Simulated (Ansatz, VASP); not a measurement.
## Two plane-wave programs on Re

```xyz
2
Lattice="2.7513 0.0000 0.0000 -1.3757 2.3827 0.0000 0.0000 0.0000 4.4410" Properties=species:S:1:pos:R:3 pbc="T T T"
Re    0.0000    1.5885    1.1103
Re    1.3757    0.7942    3.3308
```

Alike in both runs: functional PBEsol; k mesh 18 × 18 × 10; occupations fermi-dirac, width 0.08 eV; no spin polarisation.

Ansatz relaxed the structure, and its values are those at the end. VASP's run is a single point on that final structure, the one shown.

|  | VASP | Ansatz |
| --- | --- | --- |
| version | VASP 6.6.1 | Ansatz 0.2.0 |
| potentials or method | VASP PAW PBE potentials, release 64 (Re) | PAW with Ansatz's default frozen-core files, scalar-relativistic |
| plane-wave cutoff (eV) | 520 | 420 |
| valence electrons in the cell | 14 | 30 |

```csv
,VASP,Ansatz,Ansatz less VASP
pressure (GPa),0.0,0.0,-0.01
```

With one functional, cell and mesh, what is left measures potentials, basis and numerics. The two sets of potentials don't hold the same shells in valence.

Caveats: the PAW data sets were made with another functional, which shifts forces and pressure a little (VASP). The runs have no spin-orbit coupling, so splittings on Re are missing.
